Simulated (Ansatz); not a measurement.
The system is I.

```
I
1.0
     3.63503   -2.39502    0.00000
     3.63503    2.39502    0.00000
     0.00000    0.00000    9.79344
I
4
Direct
  0.64930 0.35070 0.38440
  0.14930 0.85070 0.11560
  0.35070 0.64930 0.61560
  0.85070 0.14930 0.88440
```

Base run:

| Item | Value |
| --- | --- |
| Program | Ansatz 0.2.0 |
| Functional | r2SCAN0 form with a typed share of exact exchange |
| Potentials or basis | Ansatz PAW |
| Cutoff | 500 eV (not typed: the program's choice for these potentials) |
| k mesh | 4 × 4 × 2 |
| Occupations | fermi-dirac, width 0.05 eV |
| Spin | no spin polarisation |

Its results: band gap on the k mesh 2.38 eV, indirect (least direct gap 2.60 eV); pressure 0.9 GPa; largest force 0.329 eV/Å.

**Question.** The run is repeated on the same cell with these changes: share of exact exchange from 0.15 to 0.5. What comes out?

**Answer.** Band gap on the k mesh 4.53 eV, indirect (least direct gap 4.85 eV); pressure 0.1 GPa; largest force 0.267 eV/Å.

Caveats: spin-orbit coupling is left out, which moves the levels of the heavy elements; the PAW data sets come from PBE, with cores solved anew for the run's functional, which leaves a small shift of forces and pressure; the thresholds are loose for stress.

A k mesh can miss the band edges.
